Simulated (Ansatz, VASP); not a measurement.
One calculation of MgO, two programs

```xyz
2
Lattice="0.0000 2.2592 2.2592 2.2592 0.0000 2.2592 2.2592 2.2592 0.0000" Properties=species:S:1:pos:R:3 pbc="T T T"
Mg    0.0000    0.0000    0.0000
O     1.1296    1.1296    1.1296
```

Change from the starting cell: volume scaled by 0.9405, crystal datasets.

Alike in both runs: task electric field gradients; functional PBE; k mesh 13 × 13 × 13; occupations fermi-dirac, width 0.08 eV; no spin polarisation.

|  | VASP | Ansatz |
| --- | --- | --- |
| version | VASP 6.6.1 | Ansatz 0.2.0 |
| potentials or method | VASP PAW PBE potentials, release 64 (Mg, O), cutoff 520 eV | all-electron PAW with datasets made for the crystal, scalar-relativistic |

Ansatz gave:

```
gap on the k mesh at the Fermi level (eV)                      : 3.82
pressure (GPa)                                                 : 8.0
Vzz of the field gradient on the site that differs most (V/Å²) : 0.0
```

Task: Estimate VASP's values.

Result: gap on the k mesh at the Fermi level (eV): 3.81; pressure (GPa): 7.7; Vzz of the field gradient on the site that differs most (V/Å²): 0.0.

Ansatz ran all-electron here, so the differences hold the error of VASP's frozen core and of both bases.

Caveats: an odd mesh through Γ misses points on the zone boundary, where band edges often lie.
